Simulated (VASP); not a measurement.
Wanted: the native input for a VASP 6.6.1 run.

```
Task                   : single point
Functional             : PBE
Potentials or basis    : VASP PAW PBE potentials, release 64 (La)
Cutoff                 : 520 eV
k mesh                 : 14 × 14 × 4
Occupations            : gaussian, width 0.05 eV
Spin                   : no spin polarisation
Dipole correction      : no
Further INCAR settings : ALGO = Fast; EDIFF = 1e-06; NBANDS = 30
```

The structure of La lies in POSCAR:

```
La
1.0
    3.7735315813      0.0000000000      0.0000000000
   -1.8867657907      3.2679742114      0.0000000000
    0.0000000000      0.0000000000     12.0599384368
La
4
Direct
    0.0000000000      0.0000000000      0.0000000000
    0.0000000000      0.0000000000      0.5000000000
    0.3333333333      0.6666666667      0.2500000000
    0.6666666667      0.3333333333      0.7500000000
```

These files were run (other wordings do the same):

INCAR

```
ALGO     = Fast           # electronic algorithm
EDIFF    = 1E-6           # SCF threshold, eV
ENCUT    = 520            # plane-wave cutoff, eV
GGA      = PE             # functional
ISIF     = 2              # what is computed and relaxed
ISMEAR   = 0              # smearing method
LASPH    = True           # aspherical terms in the spheres
LCHARG   = False          # write CHGCAR
LREAL    = False          # projectors in reciprocal space
LWAVE    = False          # write WAVECAR
NBANDS   = 30             # bands
NELM     = 100            # most SCF steps
PREC     = Accurate       # precision mode
SIGMA    = 0.05           # smearing width, eV
```

KPOINTS

```
k-points
0
Gamma
  14 14 4
```

Potentials or basis: VASP PAW PBE potentials, release 64 (La).

Launch:

```bash
$ cat potpaw_PBE.64/La/POTCAR > POTCAR
$ mpirun -np 1 vasp_std > vasp.out
```

Results of the run:

- Pressure: 0.1 GPa
- Band gap on the k mesh: none (metal or under the smearing width)

Wall time 11 min on 1 thread of Intel(R) Xeon(R) 6975P-C (Granite Rapids), on a shared host, peak memory 0.45 GiB.
